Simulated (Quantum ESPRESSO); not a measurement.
# Au (Fm-3m) in Quantum ESPRESSO: further runs

One crystal, Au, is run at these levels: PBEsol; tasks: single point, equation of state.

Program: Quantum ESPRESSO 7.5. These are calculated values, not measurements. Logs are shortened: lines on timing, memory, paths and dates and some standing lists are left out, and cuts for length are marked.

**Measured values to compare with.**

From “Exploring toroidal anvil profiles for larger sample volumes above 4 Mbar”, 2024, pmc:11102561, for a bulk crystal of Au: bulk modulus 167 GPa.

The results are compared with them further down.

## 1. Starting point

Symmetry: Fm-3m, No. 225, cubic system. Conventional cell: a = 4.070 Å, b = 4.070 Å, c = 4.070 Å, α = 90.00°, β = 90.00°, γ = 90.00°. Au (site symmetry m-3m) is surrounded by 12 Au at 2.88 Å.

## 2. Single point, PBEsol, 15.84 Å³/atom

The input, pw.in:

```
&CONTROL
  calculation = 'scf'
  prefix = 'pwscf'
  outdir = './tmp'
  pseudo_dir = './pseudo'
  tprnfor = .true.
  tstress = .true.
  disk_io = 'nowf'
/
&SYSTEM
  ibrav = 0
  nat = 1
  ntyp = 1
  ecutwfc = 76
  nbnd = 16
  occupations = 'smearing'
  smearing = 'fd'
  degauss = 0.00367493
/
&ELECTRONS
  conv_thr = 2d-10
  electron_maxstep = 120
  mixing_beta = 0.5
/
ATOMIC_SPECIES
Au   196.9666 Au.upf
CELL_PARAMETERS angstrom
   0.0000000000    1.9934577312    1.9934577312
   1.9934577312    0.0000000000    1.9934577312
   1.9934577312    1.9934577312    0.0000000000
ATOMIC_POSITIONS crystal
Au     0.0000000000    0.0000000000    0.0000000000
K_POINTS automatic
11 11 11 0 0 0
```

Potentials or basis: PseudoDojo 0.4.1 SR PBEsol standard.

Command:

```bash
$ OMP_NUM_THREADS=1 pw.x -in pw.in > pw.out
```

pw.out:

```text
This program is part of the open-source Quantum ESPRESSO suite
     for quantum simulation of materials; please cite
[... 9 lines left out ...]
     --------------------
     sticks:   dense  smooth     PW     G-vecs:    dense   smooth      PW
     Sum         595     595    187                 9577     9577    1687

     Using Slab Decomposition

     bravais-lattice index     =            0
     lattice parameter (alat)  =       5.3275  a.u.
     unit-cell volume          =     106.9172 (a.u.)^3
     number of atoms/cell      =            1
     number of atomic types    =            1
     number of electrons       =        19.00
     number of Kohn-Sham states=           16
     kinetic-energy cutoff     =      76.0000  Ry
     charge density cutoff     =     304.0000  Ry
     scf convergence threshold =      2.0E-10
     mixing beta               =       0.5000
     number of iterations used =            8  plain     mixing
     Exchange-correlation= PBESOL
                           (   1   4  10   8   0   0   0)

     celldm(1)=   5.327469  celldm(2)=   0.000000  celldm(3)=   0.000000
     celldm(4)=   0.000000  celldm(5)=   0.000000  celldm(6)=   0.000000

     crystal axes: (cart. coord. in units of alat)
               a(1) = (   0.000000   0.707107   0.707107 )
               a(2) = (   0.707107   0.000000   0.707107 )
               a(3) = (   0.707107   0.707107   0.000000 )

     reciprocal axes: (cart. coord. in units 2 pi/alat)
               b(1) = ( -0.707107  0.707107  0.707107 )
               b(2) = (  0.707107 -0.707107  0.707107 )
               b(3) = (  0.707107  0.707107 -0.707107 )

     PseudoPot. # 1 for Au read from file:
     Au.upf
     Pseudo is Norm-conserving + core correction, Zval = 19.0
     Generated using ONCVPSP code by D. R. Hamann
     Using radial grid of 1340 points,  7 beta functions with:
                l(1) =   0
                l(2) =   0
                l(3) =   1
                l(4) =   1
                l(5) =   2
                l(6) =   2
                l(7) =   3

     atomic species   valence    mass     pseudopotential
     Au               19.00   196.96660     Au( 1.00)

     48 Sym. Ops., with inversion, found

   Cartesian axes

     site n.     atom                  positions (alat units)
         1        Au     tau(   1) = (   0.0000000   0.0000000   0.0000000  )

     number of k points=    56  Fermi-Dirac smearing, width (Ry)=  0.0037
                       cart. coord. in units 2pi/alat
        k(    1) = (   0.0000000   0.0000000   0.0000000), wk =   0.0015026
        k(    2) = (   0.0642824   0.0642824  -0.0642824), wk =   0.0120210
        k(    3) = (   0.1285649   0.1285649  -0.1285649), wk =   0.0120210
        k(    4) = (   0.1928473   0.1928473  -0.1928473), wk =   0.0120210
        k(    5) = (   0.2571297   0.2571297  -0.2571297), wk =   0.0120210
        k(    6) = (   0.3214122   0.3214122  -0.3214122), wk =   0.0120210
[... 48 lines left out ...]
        k(   55) = (  -0.0642824  -0.4499770   0.7071068), wk =   0.0360631
        k(   56) = (   0.0000000  -0.3856946   0.6428243), wk =   0.0360631

     Dense  grid:     9577 G-vectors     FFT dimensions: (  30,  30,  30)

     Initial potential from superposition of free atoms

     starting charge      18.9999, renormalised to      19.0000
     Starting wfcs are   10 randomized atomic wfcs +    6 random wfcs

     Self-consistent Calculation

     iteration #  1     ecut=    76.00 Ry     beta= 0.50
     Davidson diagonalization with overlap
     ethr =  1.00E-02,  avg # of iterations =  5.0

     Threshold (ethr) on eigenvalues was too large:
     Diagonalizing with lowered threshold

     Davidson diagonalization with overlap
     ethr =  3.58E-04,  avg # of iterations =  1.6

     total energy              =    -294.82562881 Ry
     estimated scf accuracy    <       0.06708183 Ry

     iteration #  2     ecut=    76.00 Ry     beta= 0.50
     Davidson diagonalization with overlap
     ethr =  3.53E-04,  avg # of iterations =  2.0

     total energy              =    -294.84116007 Ry
     estimated scf accuracy    <       0.00335247 Ry

     iteration #  3     ecut=    76.00 Ry     beta= 0.50
     Davidson diagonalization with overlap
     ethr =  1.76E-05,  avg # of iterations =  2.2

     total energy              =    -294.84156845 Ry
     estimated scf accuracy    <       0.00038124 Ry
[... 19 lines left out ...]
     total energy              =    -294.84160492 Ry
     estimated scf accuracy    <       0.00000002 Ry

     iteration #  7     ecut=    76.00 Ry     beta= 0.50
     Davidson diagonalization with overlap
     ethr =  9.05E-11,  avg # of iterations =  2.0

     total energy              =    -294.84160493 Ry
     estimated scf accuracy    <          1.7E-09 Ry

     iteration #  8     ecut=    76.00 Ry     beta= 0.50
     Davidson diagonalization with overlap
     ethr =  8.80E-12,  avg # of iterations =  2.0

     End of self-consistent calculation

          k = 0.0000 0.0000 0.0000 (  1243 PWs)   bands (ev):

   -83.3135 -34.4929 -34.4929 -34.4929  11.8680  17.5098  17.5098  17.5098
    19.2509  19.2509  36.9037  41.3039  41.3039  41.3039  46.4777  51.7383

          k = 0.0643 0.0643-0.0643 (  1218 PWs)   bands (ev):

   -83.3121 -34.5164 -34.4964 -34.4964  12.1746  17.4039  17.6167  17.6167
    19.2027  19.2027  37.2873  39.7033  41.7055  41.7055  47.5483  49.6256

          k = 0.1286 0.1286-0.1286 (  1209 PWs)   bands (ev):

   -83.3084 -34.5792 -34.5057 -34.5057  13.0125  17.2264  17.8103  17.8103
    19.2010  19.2010  36.6727  38.1848  42.7427  42.7427  45.3194  47.5518

          k = 0.1928 0.1928-0.1928 (  1209 PWs)   bands (ev):

   -83.3036 -34.6607 -34.5180 -34.5180  14.0089  17.4578  17.7953  17.7953
    19.5500  19.5500  33.3151  37.9884  43.1936  43.1936  45.0279  45.9420
[... 83 lines left out ...]
   -83.2941 -34.7570 -34.5935 -34.5542  15.3466  16.9454  18.1688  18.2669
    20.5584  24.4231  26.0267  35.7542  38.5319  38.6427  48.4025  48.6160

          k =-0.1286-0.3857 0.3857 (  1188 PWs)   bands (ev):

   -83.2949 -34.7427 -34.5994 -34.5438  15.4378  17.0457  18.0877  18.1461
    19.9980  23.1382  28.0966  35.1982  38.5226  40.2578  46.5440  48.5682

          k =-0.0643-0.3214 0.3214 (  1190 PWs)   bands (ev):

   -83.2979 -34.7026 -34.5897 -34.5295  15.3819  17.0585  17.4569  18.2730
    19.2282  21.7114  31.4430  35.3921  39.1434  42.7602  43.9907  48.6609

          k = 0.0000-0.2571 0.2571 (  1199 PWs)   bands (ev):

   -83.3020 -34.6535 -34.5633 -34.5157  14.6103  16.8014  17.7160  18.4958
    18.5422  20.5939  34.3805  36.5332  40.5009  41.9138  45.2236  48.1242

          k = 0.3857 0.0000-0.0000 (  1198 PWs)   bands (ev):

   -83.3003 -34.6539 -34.5570 -34.5570  14.7236  16.0610  18.3514  19.1380
    19.1380  19.9756  37.2286  37.2286  38.3968  39.9705  40.6883  49.1689

          k = 0.4500 0.0643-0.0643 (  1201 PWs)   bands (ev):

   -83.2969 -34.6960 -34.5756 -34.5704  15.1657  15.8689  18.3343  19.3320
    20.3456  20.3578  34.0163  36.1109  36.5966  40.4425  42.2742  49.6463

          k = 0.5143 0.1286-0.1286 (  1199 PWs)   bands (ev):

   -83.2939 -34.7277 -34.6027 -34.5763  15.3989  16.0842  18.1266  19.1755
    20.7245  22.4835  30.2714  34.9040  35.7873  40.4100  45.0813  49.1654
[... 23 lines left out ...]
   -83.2922 -34.7457 -34.6041 -34.5932  15.0737  15.4481  19.6517  20.0817
    20.7547  22.4176  30.9974  33.2670  33.9852  40.8362  43.1507  50.1942

          k =-0.0643-0.5785 0.5785 (  1195 PWs)   bands (ev):

   -83.2910 -34.7432 -34.6362 -34.5906  15.2620  15.7598  19.0166  19.8277
    20.7456  25.1653  28.3158  31.6359  34.5158  41.1339  45.1647  49.3597

          k =-0.0000-0.5143 0.5143 (  1192 PWs)   bands (ev):

   -83.2911 -34.7153 -34.6736 -34.5788  15.5824  16.3390  18.2028  19.4247
    20.3762  26.2447  27.9591  30.3435  36.0826  40.5283  47.9399  48.8283

          k = 0.6428-0.0000 0.0000 (  1190 PWs)   bands (ev):

   -83.2909 -34.7650 -34.6027 -34.6027  14.8416  15.2097  20.5478  20.8790
    20.8790  22.6908  29.7800  32.9766  32.9766  40.4437  43.1930  50.2930

          k =-0.0000-0.6428 0.6428 (  1182 PWs)   bands (ev):

   -83.2905 -34.7638 -34.6149 -34.6017  14.9373  15.2969  20.2697  20.4004
    20.9187  24.2615  28.6733  32.1186  33.1747  41.1485  43.5207  49.8949

          k = 0.2571 0.1286 0.0000 (  1204 PWs)   bands (ev):

   -83.3055 -34.6051 -34.5359 -34.5152  13.7366  16.7828  17.9247  18.2754
    18.7410  19.7837  36.7092  38.0786  40.6266  41.5157  45.2334  47.2592

          k = 0.3214 0.1928-0.0643 (  1192 PWs)   bands (ev):

   -83.3011 -34.6661 -34.5583 -34.5262  14.7246  16.7474  17.6008  18.3724
    19.1960  20.5303  33.6837  37.2871  39.5490  41.9469  45.3550  46.9749

          k = 0.3857 0.2571-0.1286 (  1194 PWs)   bands (ev):

   -83.2972 -34.7241 -34.5734 -34.5395  15.1889  17.2546  17.4709  18.2055
    19.9958  21.6604  30.0513  36.7845  38.1632  41.3762  45.9025  48.7294

          k =-0.2571-0.3857 0.5143 (  1190 PWs)   bands (ev):

   -83.2948 -34.7588 -34.5805 -34.5489  15.2135  17.0485  18.0136  18.4281
    20.4645  23.3813  26.8055  36.6929  37.3846  40.0344  47.4255  49.1325
[... 13 lines left out ...]
   -83.2935 -34.7351 -34.6148 -34.5673  15.6926  16.6711  17.5153  18.7993
    20.5161  23.8640  28.1363  34.9510  35.8571  40.8586  46.7811  49.6028

          k =-0.1286-0.3857 0.5143 (  1191 PWs)   bands (ev):

   -83.2929 -34.7375 -34.6284 -34.5646  15.8341  16.6589  17.7603  18.6154
    20.3890  25.3000  26.5722  34.0243  36.4442  40.6973  46.9587  49.8981

          k =-0.0643-0.3214 0.4500 (  1196 PWs)   bands (ev):

   -83.2944 -34.7203 -34.6254 -34.5529  15.9818  16.8159  17.1950  18.7198
    19.8771  23.2492  29.6490  33.5439  37.5537  41.5779  45.3635  49.4473

          k = 0.0000-0.2571 0.3857 (  1203 PWs)   bands (ev):

   -83.2974 -34.6946 -34.5990 -34.5380  15.6931  16.5945  17.1951  18.8611
    19.1741  21.7599  32.4009  34.4653  38.5904  43.2183  43.4492  49.3325

          k = 0.5143 0.1286 0.0000 (  1191 PWs)   bands (ev):

   -83.2941 -34.7232 -34.5982 -34.5813  15.3455  15.7196  18.4603  20.0525
    20.1286  21.8696  32.3008  33.9888  35.0724  41.7559  42.7062  49.4461

          k =-0.1286-0.5143 0.6428 (  1194 PWs)   bands (ev):

   -83.2920 -34.7332 -34.6269 -34.5883  15.5236  15.9489  18.2053  19.6818
    20.6421  24.0791  29.4934  32.8140  34.2407  42.0306  44.9359  48.7828

          k =-0.0643-0.4500 0.5785 (  1186 PWs)   bands (ev):

   -83.2913 -34.7187 -34.6622 -34.5838  15.7684  16.3948  17.8253  19.2534
    20.5715  26.4414  27.3441  31.3972  34.9578  41.7295  47.2533  48.5218

          k = 0.0000-0.3857 0.5143 (  1189 PWs)   bands (ev):

   -83.2922 -34.7009 -34.6753 -34.5700  16.1481  16.7244  17.2284  19.0119
    20.1572  24.8414  30.1319  30.1736  36.3747  41.5855  46.2896  50.0252

          k =-0.0643-0.5785 0.7071 (  1193 PWs)   bands (ev):

   -83.2909 -34.7535 -34.6158 -34.6025  15.1225  15.4451  19.4980  20.2575
    20.8784  24.1984  29.2945  32.4457  32.9244  42.0124  43.4169  49.5248

          k =-0.0000-0.5143 0.6428 (  1189 PWs)   bands (ev):

   -83.2905 -34.7390 -34.6421 -34.5990  15.3941  15.8025  18.7653  19.7825
    20.8716  26.3319  27.8287  31.0852  33.4685  42.4672  45.1551  48.5662

          k =-0.1928-0.4500 0.7071 (  1196 PWs)   bands (ev):

   -83.2933 -34.7172 -34.6316 -34.5730  16.1205  16.3187  17.1242  19.4322
    20.1202  23.5056  30.7046  32.3486  35.5524  43.4970  44.0324  49.2195

          k =-0.1286-0.3857 0.6428 (  1202 PWs)   bands (ev):

   -83.2917 -34.7143 -34.6580 -34.5844  16.2309  16.4995  17.1673  19.1024
    20.5389  25.5514  28.3607  31.9117  34.3951  43.0203  45.7826  50.1973

          k =-0.0643-0.4500 0.7071 (  1194 PWs)   bands (ev):

   -83.2908 -34.7224 -34.6510 -34.6017  15.7905  16.1435  17.8603  19.4474
    20.8761  26.1100  28.9028  30.9275  32.9049  44.3528  45.0943  47.8790

          k = 0.0000-0.3857 0.6428 (  1193 PWs)   bands (ev):

   -83.2907 -34.6970 -34.6812 -34.6002  16.0270  16.6296  17.2759  19.0963
    20.8722  27.1013  28.7399  29.8174  33.1115  44.2747  46.2061  48.3958

     the Fermi energy is    22.5546 ev

!    total energy              =    -294.84160493 Ry
     estimated scf accuracy    <          1.6E-11 Ry
     smearing contrib. (-TS)   =      -0.00018181 Ry
     internal energy E=F+TS    =    -294.84142312 Ry

     The total energy is F=E-TS. E is the sum of the following terms:
     one-electron contribution =     -74.05453586 Ry
     hartree contribution      =      49.22821282 Ry
     xc contribution           =     -50.33152722 Ry
     ewald contribution        =    -219.68357285 Ry

     convergence has been achieved in   8 iterations

     Forces acting on atoms (cartesian axes, Ry/au):

     atom    1 type  1   force =     0.00000000    0.00000000    0.00000000

     Total force =     0.000000     Total SCF correction =     0.000000

     Computing stress (Cartesian axis) and pressure

          total   stress  (Ry/bohr**3)                   (kbar)     P=      147.73
   0.00100424   0.00000000  -0.00000000          147.73        0.00       -0.00
  -0.00000000   0.00100424   0.00000000           -0.00      147.73        0.00
   0.00000000  -0.00000000   0.00100424            0.00       -0.00      147.73

=------------------------------------------------------------------------------=
   JOB DONE.
=------------------------------------------------------------------------------=
```

Run time: 14 s. Hardware: 1 thread of Arm Neoverse V1, shared host; peak memory 0.05 GiB.

What came out:

```yaml
Free_energy: -4011.5244 eV
Pressure: 14.8 GPa
Band_gap_on_the_k_mesh: none (metal or under the smearing width)
```

## 3. Single point, PBEsol, 16.18 Å³/atom

pw.in: that of step 2 with these lines changed.

```diff
@@ -27,5 +27,5 @@
 CELL_PARAMETERS angstrom
-   0.0000000000    1.9934577312    1.9934577312
-   1.9934577312    0.0000000000    1.9934577312
-   1.9934577312    1.9934577312    0.0000000000
+   0.0000000000    2.0074966285    2.0074966285
+   2.0074966285    0.0000000000    2.0074966285
+   2.0074966285    2.0074966285    0.0000000000
 ATOMIC_POSITIONS crystal
```

Potentials or basis: PseudoDojo 0.4.1 SR PBEsol standard.

Command:

```bash
$ OMP_NUM_THREADS=1 pw.x -in pw.in > pw.out
```

Wall time 14 s (1 thread of Arm Neoverse V1, shared host); peak memory 0.05 GiB.

It converged, with:

```
Free energy            : -4011.5500 eV
Pressure               : 9.7 GPa
Band gap on the k mesh : none (metal or under the smearing width)
```

## 4. Single point, PBEsol, 16.52 Å³/atom

pw.in: that of step 3 with these lines changed.

```diff
@@ -27,5 +27,5 @@
 CELL_PARAMETERS angstrom
-   0.0000000000    2.0074966285    2.0074966285
-   2.0074966285    0.0000000000    2.0074966285
-   2.0074966285    2.0074966285    0.0000000000
+   0.0000000000    2.0213418704    2.0213418704
+   2.0213418704    0.0000000000    2.0213418704
+   2.0213418704    2.0213418704    0.0000000000
 ATOMIC_POSITIONS crystal
```

Command:

```bash
$ OMP_NUM_THREADS=1 pw.x -in pw.in > pw.out
```

Wall time 14 s (1 thread of Arm Neoverse V1, shared host); peak memory 0.05 GiB.

The run converged. Its results:

```yaml
Free_energy: -4011.5656 eV
Pressure: 5.2 GPa
Band_gap_on_the_k_mesh: none (metal or under the smearing width)
```

## 5. Single point, PBEsol, 16.85 Å³/atom

pw.in: that of step 4 with these lines changed.

```diff
@@ -27,5 +27,5 @@
 CELL_PARAMETERS angstrom
-   0.0000000000    2.0213418704    2.0213418704
-   2.0213418704    0.0000000000    2.0213418704
-   2.0213418704    2.0213418704    0.0000000000
+   0.0000000000    2.0350000000    2.0350000000
+   2.0350000000    0.0000000000    2.0350000000
+   2.0350000000    2.0350000000    0.0000000000
 ATOMIC_POSITIONS crystal
```

Command:

```bash
$ OMP_NUM_THREADS=1 pw.x -in pw.in > pw.out
```

Wall time 12 s (1 thread of Arm Neoverse V1, shared host); peak memory 0.06 GiB.

Results (log left out):

```
Free energy            : -4011.5724 eV
Pressure               : 1.3 GPa
Band gap on the k mesh : none (metal or under the smearing width)
```

## 6. Single point, PBEsol, 17.19 Å³/atom

pw.in: that of step 5 with these lines changed.

```diff
@@ -27,5 +27,5 @@
 CELL_PARAMETERS angstrom
-   0.0000000000    2.0350000000    2.0350000000
-   2.0350000000    0.0000000000    2.0350000000
-   2.0350000000    2.0350000000    0.0000000000
+   0.0000000000    2.0484772140    2.0484772140
+   2.0484772140    0.0000000000    2.0484772140
+   2.0484772140    2.0484772140    0.0000000000
 ATOMIC_POSITIONS crystal
```

Potentials or basis: PseudoDojo 0.4.1 SR PBEsol standard.

Command:

```bash
$ OMP_NUM_THREADS=1 pw.x -in pw.in > pw.out
```

Run time: 12 s. Hardware: 1 thread of Arm Neoverse V1, shared host; peak memory 0.06 GiB.

The run converged. Its results:

| Quantity | Value |
| --- | --- |
| Free energy | -4011.5714 eV |
| Pressure | -2.2 GPa |
| Band gap on the k mesh | none (metal or under the smearing width) |

## 7. Single point, PBEsol, 17.53 Å³/atom

pw.in: that of step 6 with these lines changed.

```diff
@@ -27,5 +27,5 @@
 CELL_PARAMETERS angstrom
-   0.0000000000    2.0484772140    2.0484772140
-   2.0484772140    0.0000000000    2.0484772140
-   2.0484772140    2.0484772140    0.0000000000
+   0.0000000000    2.0617793868    2.0617793868
+   2.0617793868    0.0000000000    2.0617793868
+   2.0617793868    2.0617793868    0.0000000000
 ATOMIC_POSITIONS crystal
```

Command:

```bash
$ OMP_NUM_THREADS=1 pw.x -in pw.in > pw.out
```

It took 12 s on 1 thread of Arm Neoverse V1, shared host; peak memory 0.06 GiB.

Results (log left out):

| Property | Result |
| --- | --- |
| Free energy | -4011.5636 eV |
| Pressure | -5.2 GPa |
| Band gap on the k mesh | none (metal or under the smearing width) |

## 8. Single point, PBEsol, 17.87 Å³/atom

pw.in: that of step 7 with these lines changed.

```diff
@@ -27,5 +27,5 @@
 CELL_PARAMETERS angstrom
-   0.0000000000    2.0617793868    2.0617793868
-   2.0617793868    0.0000000000    2.0617793868
-   2.0617793868    2.0617793868    0.0000000000
+   0.0000000000    2.0749120936    2.0749120936
+   2.0749120936    0.0000000000    2.0749120936
+   2.0749120936    2.0749120936    0.0000000000
 ATOMIC_POSITIONS crystal
```

Command:

```bash
$ OMP_NUM_THREADS=1 pw.x -in pw.in > pw.out
```

Run time: 11 s. Hardware: 1 thread of Arm Neoverse V1, shared host; peak memory 0.06 GiB.

Results (log left out):

* Free energy: -4011.5499 eV
* Pressure: -7.8 GPa
* Band gap on the k mesh: none (metal or under the smearing width)

## 9. Equation of state, PBEsol

Potentials or basis: PseudoDojo 0.4.1 SR PBEsol standard.

This step only gathers the single runs of the series.

Results:

```yaml
Equilibrium_volume: 16.98 Å³/atom
Bulk_modulus: 176 GPa
Pressure_derivative_of_the_bulk_modulus: 5.7
```

Energy against volume, from the lowest point:
| volume (Å³/atom) | energy (meV/atom) |
| --- | --- |
| 15.843 | 47.97 |
| 16.181 | 22.33 |
| 16.518 | 6.75 |
| 16.855 | 0.00 |
| 17.192 | 0.99 |
| 17.529 | 8.75 |
| 17.866 | 22.43 |

## 10. Against experiment

Step 9. A measured bulk modulus of Au is 167 GPa (quoted in “Exploring toroidal anvil profiles for larger sample volumes above 4 Mbar”, 2024, pmc:11102561); the calculated 176 GPa misses it by +5.5 %. The fit is for a static lattice scaled at fixed shape and fixed fractional positions.
